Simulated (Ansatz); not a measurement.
## Bi2Se3 (Paraguanajuatite): equation of state with PBE

Crystal: Bi2Se3 (Paraguanajuatite).

```
Bi Se
1.0
     2.07150    1.19598    9.54533
    -2.07150    1.19598    9.54533
     0.00000   -2.39196    9.54533
Bi Se
2 3
Cartesian
  0.0000 0.0000 17.1587
  0.0000 0.0000 11.4773
  0.0000 0.0000 22.5738
  0.0000 0.0000 6.0622
  0.0000 0.0000 0.0000
```

```
Program             : Ansatz 0.2.0
Task                : equation of state
Functional          : PBE
Potentials or basis : Ansatz PAW large core
Cutoff              : 420 eV
Density cutoff      : 1680 eV
k mesh              : 8 × 8 × 8
Occupations         : fermi-dirac, width 0.05 eV
Spin                : no spin polarisation
```

```json
{"Equilibrium volume": "29.57 Å³/atom", "Bulk modulus at fixed shape and positions": "57 GPa", "Pressure derivative of the bulk modulus": "4.5"}
```

Energy against volume, from the lowest point:
```csv
volume (Å³/atom),energy (meV/atom)
26.675,60.40
27.243,37.55
27.810,20.65
28.378,9.11
28.946,2.39
29.513,0.00
30.081,1.51
```

All runs of the series together: 70 s on 2 threads of Arm Neoverse V1, on a shared host.

Caveat: the cell was scaled at fixed shape and fractional positions, which overstates the stiffness of a crystal with free parameters, most of all of layers and chains; this set keeps more shells in the core, which shifts pressures and gaps.
